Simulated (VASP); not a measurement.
Input of a VASP 6.6.1 run:

Contents of INCAR:

```
SYSTEM = AlGaN2
PREC = Accurate
ENCUT = 600
EDIFF = 1E-7
ISMEAR = 0
SIGMA = 0.02
LREAL = .FALSE.
LASPH = .TRUE.
NELM = 80
ALGO = Normal
ISIF = 3
LWAVE = .FALSE.
LCHARG = .FALSE.
GGA = PS
IBRION = 2
NSW = 60
EDIFFG = -0.01
KPAR = 8
```

File KPOINTS:

```
Automatic mesh
0
G
  5 5 5
  0 0 0
```

Contents of POSCAR:

```
AlGaN2
1.0
    3.1668909200      0.0000000000      5.0783767300
    3.1668909200      0.0000000000     -5.0783767300
   -3.1668909200      5.4852159500      0.0000000000
Ga Al N
4 4 8
Direct
    0.0829768400      0.5836898300      0.1666666600
    0.5829768400      0.0836898400      0.1666666600
    0.1663101700      0.1670231600      0.3333333400
    0.1663101700      0.1670231600      0.8333333400
    0.0829768400      0.5836898300      0.6666666600
    0.5829768400      0.0836898400      0.6666666600
    0.6663101600      0.6670231600      0.3333333400
    0.6663101600      0.6670231600      0.8333333400
    0.2736898400      0.3929768400      0.1666666600
    0.2736898400      0.3929768400      0.6666666600
    0.7736898400      0.8929768400      0.1666666600
    0.7736898400      0.8929768400      0.6666666600
    0.3570231600      0.9763101600      0.3333333400
    0.8570231600      0.4763101600      0.3333333400
    0.3570231600      0.9763101600      0.8333333400
    0.8570231600      0.4763101600      0.8333333400
```

Potentials or basis: VASP PAW PBE potentials, release 64 (Ga_d, Al, N).

Command:

```sh
$ cat potpaw_PBE.64/Ga_d/POTCAR potpaw_PBE.64/Al/POTCAR potpaw_PBE.64/N/POTCAR > POTCAR
$ mpirun -np 8 vasp_std > vasp.out
```

Problem. What does it give for the space group after relaxing (to 0.05 Å)?

Solution. P1 (No. 1).

Problem. Estimate the relaxed volume.

Solution. 10.90 Å³/atom.

Problem. What does it give for the band gap on the k mesh?

Solution. 2.95 eV, direct.

Problem. What does it give for the relaxed cell?

Solution. a = 5.987 Å, b = 5.986 Å, c = 6.290 Å, α = 105.28°, β = 105.22°, γ = 116.62°.

Forces in eV/Å, atoms in the order of the input:
```
Ga  -0.002 -0.002 -0.004
Ga   0.000 -0.003 -0.001
Ga   0.003  0.001  0.000
Ga   0.001  0.001  0.001
Al  -0.001  0.003 -0.003
Al  -0.001  0.004  0.003
Al  -0.001  0.001 -0.004
Al   0.000  0.000 -0.001
N   -0.002 -0.002  0.001
N   -0.002 -0.001  0.001
N    0.002  0.001  0.004
N    0.003  0.003  0.001
N    0.000  0.002  0.001
N   -0.001  0.003  0.003
N    0.000 -0.004 -0.001
N   -0.001 -0.006  0.001
```

Caveat: the PAW data sets were made with another functional, which shifts forces and pressure a little.
